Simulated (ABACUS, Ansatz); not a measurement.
Given: the input of a run of ABACUS 3.10.1 on SrCl2. Atoms were shifted at random by some hundredths of an Å from the given cell, which wasn't relaxed again for these runs. 

INPUT

```
INPUT_PARAMETERS
suffix              SrCl2
calculation         scf
basis_type          pw
pseudo_dir          ./
symmetry            1
dft_functional      pbesol
ecutwfc             68
pseudo_rcut         7
nspin               1
nbands              16
ks_solver           dav
smearing_method     fd
smearing_sigma      0.00367493
scf_thr             1e-08
scf_nmax            100
mixing_type         broyden
mixing_beta         0.7
cal_force           1
cal_stress          1
out_chg             1
out_pot             2
out_elf             1
```

STRU

```
ATOMIC_SPECIES
Sr 87.6200 Sr.upf
Cl 35.4500 Cl.upf

LATTICE_CONSTANT
1.8897261246

LATTICE_VECTORS
0.0000000000 3.4883500000 3.4883500000
3.4883500000 0.0000000000 3.4883500000
3.4883500000 3.4883500000 0.0000000000

ATOMIC_POSITIONS
Direct

Sr
0.0
1
-0.0097240000 -0.0002240000 -0.0007080000 1 1 1

Cl
0.0
2
0.7494120000 0.7559290000 0.7488050000 1 1 1
0.2603750000 0.2503140000 0.2444680000 1 1 1
```

KPT

```
K_POINTS
0
Gamma
7 7 7 0 0 0
```

Potentials or basis: PseudoDojo NC SR 0.4.1 PBEsol standard, plane waves.

The run is started by

```console
$ OMP_NUM_THREADS=1 mpirun -np 4 abacus > log
```

Question: Set up the same calculation for Ansatz 0.2.0. Potentials or basis there: Ansatz PAW, cutoff 420 eV.

Answer: As run (cutoffs and basis follow the program's own potentials, and thresholds, step limits or extra output files can differ):

The input input.yaml:

```yaml
crystal:
  lattice:
    - [0.0, 3.48835, 3.48835]
    - [3.48835, 0.0, 3.48835]
    - [3.48835, 3.48835, 0.0]
  atoms:
    - { symbol: Sr, position: [-0.009724, -0.000224, -0.000708] }
    - { symbol: Cl, position: [0.749412, 0.755929, 0.748805] }
    - { symbol: Cl, position: [0.260375, 0.250314, 0.244468] }
hamiltonian:
  xc: pbesol
  pseudopotentials: { kind: paw }
kpoints:
  mp_grid: { grid: [7, 7, 7] }
scf:
  occupations: { method: fermi_dirac, width: 0.05 }
output:
  forces: true
  stress: true
  eigenvalues: true
  write_density: true
  write_potential: true
  elf: true
  volumetric_format: npy
```

Potentials or basis: Ansatz PAW.

Command:

```console
$ ansatz run input.yaml --threads 1 --pin off --max-ram 3584MiB --backend cpu --events-out ev --progress --plain --runs-dir out
```

Both were run:

|  | ABACUS | Ansatz |
| --- | --- | --- |
| Pressure | -1.0 GPa | -1.0 GPa |
| Largest force | 0.195 eV/Å | 0.196 eV/Å |
| Energy over the undisturbed cell | 3.1 meV/atom | 3.1 meV/atom |

Ansatz's pressure holds a Pulay term of +0.00 GPa for its cutoff of 420 eV, which the other run lacks.

Ansatz's potentials were made for PBE.

Where Ansatz's input types no cutoff or centring, it takes its own default and a Γ-centred mesh.

Pressure is positive in compression.
